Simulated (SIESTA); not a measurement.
The system is SnSe.

```
Sn Se
1.0
    11.42000    0.00000    0.00000
     0.00000    4.19000    0.00000
     0.00000    0.00000    4.46000
Sn Se
4 4
Cartesian
  10.0153 3.1425 4.0541
  7.1147 1.0475 1.8241
  4.3053 3.1425 2.6359
  1.4047 1.0475 0.4059
  7.3431 3.1425 4.3886
  9.7869 1.0475 2.1586
  1.6331 3.1425 2.3014
  4.0769 1.0475 0.0714
```

```yaml
Program: SIESTA 5.4.2
Task: relaxation of cell and atoms
Functional: AM05
Potentials_or_basis: PseudoDojo 0.4 standard (PBEsol files)
Basis: DZP (energy shift 0.002 Ry)
Grid_cutoff: 500 Ry
Energy_shift: 0.002 Ry
k_mesh: 3 × 6 × 6
Occupations: fermi-dirac, width 0.05 eV
Spin: no spin polarisation
```

At the start: pressure 2.2 GPa; volume 26.68 Å³/atom.

Problem. How do energy, volume and symmetry change on relaxing?

Solution. Over 9 steps the energy falls by 19.4 meV/atom and the volume is 27.03 Å³/atom (+1.3 %); space group Pnma (No. 62, to 0.05 Å).

The path:
```tsv
step	energy change (eV)	largest force (eV/Å)	pressure (GPa)	volume (Å³)
1	0.0000	0.6705	2.23	213.41
2	-0.1218	0.2142	0.37	217.12
3	-0.0541	0.3299	-1.87	223.12
4	-0.1309	0.1004	-0.36	218.86
5	-0.1523	0.0600	0.05	215.03
6	-0.1524	0.0539	0.02	215.30
7	-0.1149	0.2961	0.96	215.33
8	-0.1542	0.0220	0.15	215.30
9	-0.1553	0.0172	-0.05	216.28
```

Final structure:
```
Sn Se
1.0
    11.61300    0.00000    0.00000
     0.00000    4.23313    0.00000
     0.00000    0.00000    4.39950
Sn Se
4 4
Direct
  0.88427 0.75000 0.90768
  0.61573 0.25000 0.40768
  0.38427 0.75000 0.59233
  0.11573 0.25000 0.09233
  0.64322 0.75000 0.97555
  0.85678 0.25000 0.47556
  0.14322 0.75000 0.52445
  0.35678 0.25000 0.02445
```

Caveat: semicore shells carry a single zeta, which can move pressures by several GPa and volumes by a few percent; the potentials were made for another functional, which shifts forces and pressure; the basis of atomic orbitals isn't converged, which shifts pressures, moduli and gaps.
